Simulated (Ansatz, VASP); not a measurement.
Two plane-wave programs on Zr

```
Zr
1.0
     3.01040    0.00000    0.00000
    -1.50520    2.60708    0.00000
     0.00000    0.00000    4.99832
Zr
2
Direct
  0.33333 0.66667 0.25000
  0.66667 0.33333 0.75000
```

Alike in both runs: functional LDA; k mesh 14 × 14 × 8; occupations fermi-dirac, width 0.1 eV; no spin polarisation.

Ansatz relaxed the structure, and its values are those at the end. VASP's run is a single point on that final structure, the one shown.

|  | VASP | Ansatz |
| --- | --- | --- |
| version | VASP 6.6.1 | Ansatz 0.2.0 |
| potentials or method | VASP PAW LDA potentials, release 64 (Zr_sv) | PAW with Ansatz's default frozen-core files, scalar-relativistic |
| plane-wave cutoff (eV) | 520 | 420 |
| valence electrons in the cell | 24 | 24 |

```tsv
	VASP	Ansatz	Ansatz less VASP
pressure (GPa)	12.6	12.5	-0.14
```
